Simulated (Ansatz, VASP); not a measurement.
# Ag in VASP and in Ansatz

File INCAR:

```
SYSTEM = Ag
PREC = Accurate
ENCUT = 520
EDIFF = 1E-6
ISMEAR = 0
SIGMA = 0.15
LREAL = .FALSE.
LASPH = .TRUE.
NELM = 60
ALGO = Fast
ISIF = 2
LWAVE = .FALSE.
LCHARG = .FALSE.
GGA = PS
NBANDS = 12
```

File KPOINTS:

```
Automatic mesh
0
G
  20 20 20
  0 0 0
```

Contents of POSCAR:

```
Ag
1.0
   -1.7384367000      1.7384367000      1.6556540000
    1.7384367000     -1.7384367000      1.6556540000
    1.7384367000      1.7384367000     -1.6556540000
Ag
1
Direct
    0.0000000000      0.0000000000      0.0000000000
```

Input for Ansatz:

```yaml
crystal:
  lattice:
    - [-1.7384367, 1.7384367, 1.655654]
    - [1.7384367, -1.7384367, 1.655654]
    - [1.7384367, 1.7384367, -1.655654]
  atoms:
    - { symbol: Ag, position: [0.0, 0.0, 0.0] }
basis:
  ecutwfc: 420
kpoints:
  mp_grid: { grid: [20, 20, 20] }
hamiltonian:
  xc: pbesol
scf:
  occupations: { method: gaussian, width: 0.15 }
output:
  forces: true
  stress: true
  eigenvalues: true
```

Change from the starting cell: strain +0.050 along x and y, +0.000 along z, atoms carried along.

Alike in both runs: task single point; functional PBEsol; k mesh 20 × 20 × 20; occupations gaussian, width 0.15 eV; no spin polarisation.

|  | VASP | Ansatz |
| --- | --- | --- |
| version | VASP 6.6.1 | Ansatz 0.2.0 |
| potentials or method | VASP PAW PBE potentials, release 64 (Ag) | scalar-relativistic, plane waves, PAW |
| plane-wave cutoff (eV) | 520 | 420 |
| valence electrons in the cell | 11 | 19 |

```tsv
	VASP	Ansatz	Ansatz less VASP
gap on the k mesh at the Fermi level (eV)	none	none	-
pressure (GPa)	-12.3	-12.3	0.00
largest component of the traceless stress (GPa)	0.39	0.40	+0.007
```

A gap of «none» marks a metal or a gap that the smearing closes. The two sets of potentials don't hold the same shells in valence.

Caveats: the PAW data sets were made with another functional, which shifts forces and pressure a little (VASP).
